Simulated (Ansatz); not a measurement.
Runs of Ansatz 0.2.0 on Sb. Symmetry: R-3m, No. 166, trigonal system. Conventional cell: a = 4.308 Å, b = 4.308 Å, c = 11.274 Å, α = 90.00°, β = 90.00°, γ = 120.00°. Around Sb (site symmetry 3m) lie 3 Sb at 2.91 Å. 

```csv
share of exact exchange,gap on the mesh (eV),pressure (GPa),largest force (eV/Å)
0.05,-,2.3,0.12
0.2,(c),1.1,0.27
0.5,0.35,-1.1,0.63
0.1,0.23,1.9,0.17
0.25,0.30,0.7,0.33
0.3,0.31,0.4,0.39
0.4,(a),-0.4,0.51
0.15,0.28,1.5,(b)
```

Alike in all rows: task single point; level HSE06 form with a typed share of exact exchange; potentials or basis Ansatz PAW; no spin polarisation; cell as given; k mesh 4 × 4 × 4; cutoff (eV) 420; smearing fermi-dirac 0.05 eV; the mesh is coarse, so values aren't converged.

Problem. Estimate the missing entries.

Solution. (a) 0.33; (b) 0.22; (c) 0.29.

Caveats: all runs use coarse meshes; the PAW data sets come from PBE, with cores solved anew for the run's functional, which leaves a small shift of forces and pressure; the thresholds are loose for stress; spin-orbit coupling is left out, which moves the levels of the heavy elements (some runs).

A k mesh can miss the band edges, and the runs leave out spin-orbit coupling on Sb.
